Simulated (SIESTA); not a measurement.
# How far to go with the cutoff of the real-space grid: RuO2 (Cmm2, 6 atoms in the cell)

```
CELL_PARAMETERS angstrom
      4.50347     0.00000     0.00000
      0.00000     4.50347     0.00000
      0.00000     0.00000     3.11933
ATOMIC_POSITIONS crystal
  Ru 0.00000 0.00000 0.01603
  Ru 0.50000 0.50000 0.50000
  O  0.30600 0.30600 0.00000
  O  0.80600 0.19400 0.50000
  O  0.19400 0.80600 0.50000
  O  0.69400 0.69400 0.00000
```

Computed with GGA PBEsol, numerical atomic orbitals DZP, PseudoDojo PBEsol standard norm-conserving potentials (rewritten from UPF to PSML) (SIESTA 5.4.2).

Base settings: XC.functional = GGA; XC.authors = PBEsol; potentials = PseudoDojo PBEsol standard; PAO.BasisSize = DZP; PAO.EnergyShift = 0.01 Ry; MeshCutoff = 400 Ry; kgrid.MonkhorstPack = 3 3 4; OccupationFunction = MP; OccupationMPOrder = 0; ElectronicTemperature = 0.1 eV.

The second cell is the first with its lattice scaled by 0.98.

The mesh stays at the base's, so the ladder's end is converged at best in this setting alone.

Only quantities that move along the ladder and can be compared are tabulated.

Core times come from one kind of shared machine, to one figure; runs under 30 s give none.

The starting cell has typed, rounded lattice constants, without a prior relaxation at this level. Its lattice was rescaled by up to half a per cent. One atom was moved a little off its site on purpose. Spin polarisation is off. Values carry the incompleteness of an atom-centred basis. In the base run, forces exceed 1 eV/Å. Without a gap this mesh is coarse (it stands for a supercell whose shortest vector is 12 Å).

Steps (MeshCutoff): 160 Ry (164 Ry used); 200 Ry (218 Ry used); 220 Ry (256 Ry used); 280 Ry (291 Ry used); 360 Ry (368 Ry used); 400 Ry (454 Ry used); 480 Ry (491 Ry used); 600 Ry (654 Ry used); 800 Ry (828 Ry used); 960 Ry (1023 Ry used).

**Question.** What is the coarsest MeshCutoff that holds the energy of the compressed cell less the first within 0.2 meV/atom of the last step, with all finer ones?

**Answer.** 220 Ry (256 Ry used); the step before is off by 0.34 meV/atom.

**Question.** What is the coarsest MeshCutoff that holds the forces within 0.005 eV/Å of the last step, with all finer ones?

**Answer.** 800 Ry (828 Ry used); the step before is off by 0.009 eV/Å.

**Question.** What is the coarsest MeshCutoff that holds the pressure within 0.05 GPa of the last step, with all finer ones?

**Answer.** 800 Ry (828 Ry used); the step before is off by 0.06 GPa.

```tsv
MeshCutoff	energy of the compressed cell less the first (meV/atom)	pressure (GPa)	largest difference of a force vector from the last step's (eV/Å)	core time / last (rough)
160 Ry (164 Ry used)	28.85	-1.93	0.009	–
200 Ry (218 Ry used)	28.07	-1.63	0.034	–
220 Ry (256 Ry used)	28.24	-1.73	0.005	–
280 Ry (291 Ry used)	28.29	-1.66	0.004	–
360 Ry (368 Ry used)	28.35	-1.71	0.021	0.4
400 Ry (454 Ry used)	28.38	-1.64	0.001	0.4
480 Ry (491 Ry used)	28.34	-1.70	0.007	0.3
600 Ry (654 Ry used)	28.43	-1.82	0.009	0.5
800 Ry (828 Ry used)	28.42	-1.74	0.001	0.8
960 Ry (1023 Ry used)	28.41	-1.76	0.000	1
```

Left out of this page: 2 runs of the series outside the window shown, repeating another row's setting, or not comparable.
